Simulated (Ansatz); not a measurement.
Al2O3:

```xyz
5
Lattice="3.0175 0.0000 0.0000 -1.5087 2.6132 0.0000 0.0000 0.0000 7.5746" Properties=species:S:1:pos:R:3 pbc="T T T"
Al    0.0000    0.0000    5.4693
Al    0.0000    0.0000    2.1054
O     0.0000    0.0000    3.7873
O     1.5087    0.8711    6.0638
O     0.0000    1.7421    1.5108
```

Measurements of this composition are mostly on another form, of space group No. 167.

Base run:

| Property | Result |
| --- | --- |
| Program | Ansatz 0.2.0 |
| Functional | PBEsol |
| Potentials or basis | Ansatz PAW |
| Cutoff | 420 eV (not typed: the program's choice for these potentials) |
| k mesh | 7 × 7 × 3 |
| Occupations | fermi-dirac, width 0.05 eV |
| Spin | no spin polarisation |

Its results: band gap on the k mesh 2.20 eV, direct; pressure -3.7 GPa; largest force 0.185 eV/Å.

Task: The run is repeated on the same cell with these changes: functional from PBEsol to RPBE. What comes out?

Result: Band gap on the k mesh 2.43 eV, direct; pressure 3.0 GPa; largest force 0.101 eV/Å.

RPBE binds less tightly than PBEsol, so the same cell stands under more pressure.

Caveats: the PAW data sets come from PBE, with cores solved anew for the run's functional, which leaves a small shift of forces and pressure.
